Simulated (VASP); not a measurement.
# C: relaxation of cell and atoms with PBE+D3(BJ)

The system is C.

```
CELL_PARAMETERS angstrom
2.46485 0.00000 0.00000
-1.23243 2.13462 0.00000
0.00000 0.00000 6.69061
ATOMIC_POSITIONS crystal
C 0.00000 0.00000 0.25000
C 0.00000 0.00000 0.75000
C 0.33333 0.66667 0.25000
C 0.66667 0.33333 0.75000
```

```
Program                : VASP 6.6.1
Task                   : relaxation of cell and atoms
Functional             : PBE
Dispersion             : D3(BJ)
Potentials or basis    : VASP PAW PBE potentials, release 64 (C)
Cutoff                 : 600 eV
k mesh                 : 12 × 12 × 4
Occupations            : gaussian, width 0.03 eV
Spin                   : no spin polarisation
Further INCAR settings : ALGO = Normal; EDIFF = 1e-07; IBRION = 2; EDIFFG = -0.005; NSW = 90; ISIF = 3
```

The relaxed volume is 8.79 Å³/atom, the relaxed cell is a = 2.465 Å, b = 2.465 Å, c = 6.682 Å, α = 90.00°, β = 90.00°, γ = 120.00° and the space group after relaxing (to 0.05 Å) is P6_3/mmc (No. 194). The energy gained by relaxing is 0.0 meV/atom and the ionic steps are 6. The pressure after relaxing is 0.0 GPa and the band gap on the k mesh is none (metal or under the smearing width). The dispersion energy per atom is -0.157 eV.

Stress tensor (GPa, compression positive):
```
-0.01  0.00  0.00
 0.00 -0.01  0.00
 0.00  0.00 -0.09
```

Final structure:
```
C
1.0
     2.46539    0.00000    0.00000
    -1.23270    2.13509    0.00000
     0.00000    0.00000    6.68159
C
4
Cartesian
  0.0000 0.0000 1.6704
  -1.2327 2.1351 5.0112
  0.0000 1.4234 1.6704
  1.2327 0.7117 5.0112
```

Levels at points of the mesh, in eV from the Fermi level:
| k point | band 6 | band 7 | band 8 | band 9 | band 10 | band 11 |
| --- | --- | --- | --- | --- | --- | --- |
| (0.00, 0.00, 0.00) | -3.01 | -2.99 | -2.99 | 4.33 | 8.32 | 8.33 |
| (0.50, 0.00, 0.00) | -6.35 | -2.77 | -2.07 | 1.52 | 2.20 | 7.20 |
| (0.00, 0.00, 0.50) | -3.00 | -3.00 | -3.00 | 7.00 | 7.00 | 8.35 |
| (0.50, 0.00, 0.50) | -6.38 | -2.35 | -2.35 | 1.66 | 1.66 | 7.40 |

Wall time 25 s on 2 MPI ranks on Intel(R) Xeon(R) 6975P-C (Granite Rapids), on a shared host, peak memory 0.15 GiB a rank.
